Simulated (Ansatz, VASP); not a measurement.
## TaN: VASP beside Ansatz

```
Ta N
1.0
     2.92177    0.00000    0.00000
    -1.46088    2.53033    0.00000
     0.00000    0.00000    5.91652
Ta N
2 2
Direct
  0.00000 0.00000 0.50000
  0.00000 0.00000 0.00000
  0.33333 0.66667 0.25000
  0.66667 0.33333 0.75000
```

The cell comes from a database or a generator and needn't be the stable form of this composition.

Alike in both runs: task relaxation of cell and atoms; functional PBE; k mesh 10 × 10 × 5; occupations fermi-dirac, width 0.05 eV; no spin polarisation.

```csv
,VASP,Ansatz
version,VASP 6.6.1,Ansatz 0.2.0
potentials or method,"VASP PAW PBE potentials, release 64 (Ta_sv_GW, N_GW)",Ansatz PAW
plane-wave cutoff (eV),680,420
valence electrons in the cell,36,36
```

```csv
,VASP,Ansatz,Ansatz less VASP
"gap on the k mesh at the Fermi level, each at its own relaxed structure (eV)",none,none,-
relaxed volume (Å³/atom),10.90,10.90,-0.001
relaxed cell length with the largest relative difference (Å),2.918,2.918,-0.0003
```

A gap of «none» marks a metal or a gap that the smearing closes.

Caveats: the plane-wave basis is chosen anew once the cell has moved, so the energies of steps on either side of that aren't comparable (Ansatz); the pressure holds a Pulay correction of +0.4 GPa for the finite cutoff (Ansatz). The runs have no spin-orbit coupling, so splittings on Ta are missing.
